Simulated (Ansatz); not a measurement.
# SnSe: the cost of one run

Computed with Ansatz 0.2.0 (DFT PBEsol, scalar-relativistic, plane waves, PAW, unless a step's input says otherwise).

The COD cell was measured well above room temperature, so it is larger than a cold one.

### 1 Starting point

The structure is orthorhombic, space group Cmcm (No. 63). Conventional cell: a = 4.310 Å, b = 11.705 Å, c = 4.318 Å, α = 90.00°, β = 90.00°, γ = 90.00°. Sn (site symmetry m2m) is surrounded by 5 Se at 2.76 to 3.06 Å. Se (site symmetry m2m) has 5 Sn at 2.76 to 3.06 Å as nearest neighbours.

Structure file:

```xyz
4
Lattice="2.1550 -5.8525 0.0000 2.1550 5.8525 0.0000 0.0000 0.0000 4.3180" Properties=species:S:1:pos:R:3 pbc="T T T"
Sn    2.1550   -4.4479    1.0795
Sn    2.1550    4.4479    3.2385
Se    2.1550   -1.6855    1.0795
Se    2.1550    1.6855    3.2385
```

The structure comes from the Crystallography Open Database.

### 2 Probe: one point at the start

Input file input.yaml:

```yaml
crystal:
  lattice:
    - [2.155, -5.8525, 0.0]
    - [2.155, 5.8525, 0.0]
    - [0.0, 0.0, 4.318]
  atoms:
    - { symbol: Sn, position: [0.88, 0.12, 0.25] }
    - { symbol: Sn, position: [0.12, 0.88, 0.75] }
    - { symbol: Se, position: [0.644, 0.356, 0.25] }
    - { symbol: Se, position: [0.356, 0.644, 0.75] }
basis:
  ecutwfc: 420
kpoints:
  mp_grid: { grid: [4, 4, 4] }
hamiltonian:
  xc: pbesol
scf:
  occupations: { method: gaussian, width: 0.1 }
output:
  forces: true
  stress: true
  eigenvalues: true
```

The run is started by

```sh
$ ansatz run input.yaml --threads 4 --pin off --max-ram 5120MiB --backend cpu --events-out ev --progress --plain --runs-dir out
```

Q: Estimate wall time and peak memory on 4 threads of Arm Neoverse V2, shared host.

About 1.2 s, with a peak of 0.46 GiB.
